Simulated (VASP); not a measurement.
**Sb: single point with BLYP**

The system is Sb.

```
Sb
1.0
     3.18913    0.00000    0.00000
     0.00000    3.18913    0.00000
     0.00000    0.00000    3.18913
Sb
1
Cartesian
  0.0000 0.0000 0.0000
```

This isn't the form of Sb at room conditions, which is rhombohedral.

| Item | Value |
| --- | --- |
| Program | VASP 6.6.1 |
| Task | single point |
| Functional | BLYP |
| Potentials or basis | VASP PAW PBE potentials, release 64 (Sb) |
| Cutoff | 520 eV |
| k mesh | 16 × 16 × 16 |
| Occupations | fermi-dirac, width 0.1 eV |
| Spin | no spin polarisation |

```
Pressure               : 0.4 GPa
Band gap on the k mesh : none (metal or under the smearing width)
```

Levels at points of the mesh, in eV from the Fermi level:
```tsv
k point	band 1	band 2	band 3	band 4	band 5	band 6
(0.00, 0.00, 0.00)	-11.79	2.99	2.99	2.99	7.02	7.02
(0.50, 0.00, 0.00)	-9.71	-4.93	4.69	4.69	8.88	10.73
(0.50, 0.50, 0.00)	-7.53	-3.15	-3.15	2.82	6.38	12.27
(0.50, 0.50, 0.50)	-5.13	-1.50	-1.50	-1.50	5.20	5.20
```

Run time: 13 s on 1 thread of Intel(R) Xeon(R) 6975P-C (Granite Rapids), with other jobs on the host, peak memory 0.16 GiB.

Caveat: the PAW data sets were made with another functional, which shifts forces and pressure a little. The run has no spin-orbit coupling, so splittings on Sb are missing.
